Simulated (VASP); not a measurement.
A run of VASP 6.6.1:

File INCAR:

```
  ALGO = Fast
  EDIFF = 1E-6
  ENCUT = 520
  GGA = PE
  ISIF = 2
  ISMEAR = -1
  LASPH = T
  LCHARG = F
  LREAL = Auto
  LWAVE = F
  NBANDS = 90
  NELM = 80
  PREC = Accurate
  SIGMA = 0.05
```

The input KPOINTS:

```
k-points
0
Gamma
  2 2 2
```

The input POSCAR:

```
Tl8Br7
1.0
    7.9686600000      0.0000000000      0.0000000000
    0.0000000000      7.9686600000      0.0000000000
    0.0000000000      0.0000000000      7.9686600000
Tl Br
8 7
Direct
   -0.0023286224      0.0045001293      0.0051003556
   -0.0030090379      0.0049569187      0.4979764477
   -0.0030695249      0.4973860097      0.0044780427
   -0.0031190941      0.4980870058      0.4974421044
    0.5046802097      0.0046049148      0.0044639877
    0.5042133809      0.0043644728      0.4973679389
    0.5038805772      0.4973484877      0.0045357689
    0.5039784606      0.4972857419      0.4973888960
    0.2506886980      0.2511282951      0.2511857703
    0.2506844313      0.2506958510      0.7511234009
    0.2506462818      0.7510489844      1.2510832436
    0.7508581117      0.2508927473      0.2512182726
    0.7506494191      0.2509861131      0.7511298010
    0.7506774037      0.7506790351      0.2510740827
    0.7504645700      0.7510625375      0.7511744760
```

Potentials or basis: VASP PAW PBE potentials, release 64 (Tl_d, Br).

Run with:

```bash
$ cat potpaw_PBE.64/Tl_d/POTCAR potpaw_PBE.64/Br/POTCAR > POTCAR
$ mpirun -np 1 vasp_std > vasp.out
```

Hardware: 1 thread of Intel(R) Xeon(R) 6975P-C (Granite Rapids) (shared host).

**Question.** Estimate the wall time of this run.

**Answer.** It took 5.3 min on 1 thread of Intel(R) Xeon(R) 6975P-C (Granite Rapids) (shared host), peak memory 0.59 GiB. Counts: scf iterations 17, k points 8.
